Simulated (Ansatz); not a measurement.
Runs of Ansatz 0.2.0 on Al. Symmetry: Im-3m, No. 229, cubic system. Conventional cell: a = 3.182 Å, b = 3.182 Å, c = 3.182 Å, α = 90.00°, β = 90.00°, γ = 90.00°. Al (site symmetry m-3m) has 8 Al at 2.76 Å as nearest neighbours. This isn't the form of Al at room conditions, which is fcc.

| task | level | k mesh | cutoff (eV) | q mesh | points for each segment of the path | atoms under strain | gap on the mesh (eV) | V0 of scaled cells (Å³/atom) | B0 (GPa) |
| --- | --- | --- | --- | --- | --- | --- | --- | --- | --- |
| phonons | PBEsol | 10 × 10 × 10 | 420 | 2 × 2 × 2 | 8 | - | none | - | - |
| equation of state | r2SCAN | 12 × 12 × 12 | 500 | - | - | - | - | (a) | 82 |
| equation of state | LDA | 12 × 12 × 12 | 420 | - | - | - | - | 16.22 | 74 |
| elastic constants | PBEsol | 10 × 10 × 10 | 420 | - | - | relaxed | none | - | - |

Alike in all rows: potentials or basis Ansatz PAW; no spin polarisation; cell as given; smearing fermi-dirac 0.05 eV.

Estimate the missing entries.

(a) 16.20.

Caveats: the PAW data sets come from PBE, with cores solved anew for the run's functional, which leaves a small shift of forces and pressure (some runs); some modes are imaginary (some runs); the PAW data sets were made with another functional, which shifts forces and pressure a little (some runs); the elastic tensor has a negative eigenvalue, so either the cell is unstable as it stands or the mesh is too thin (some runs).

A gap of «none» marks a metal or a gap under the smearing width.
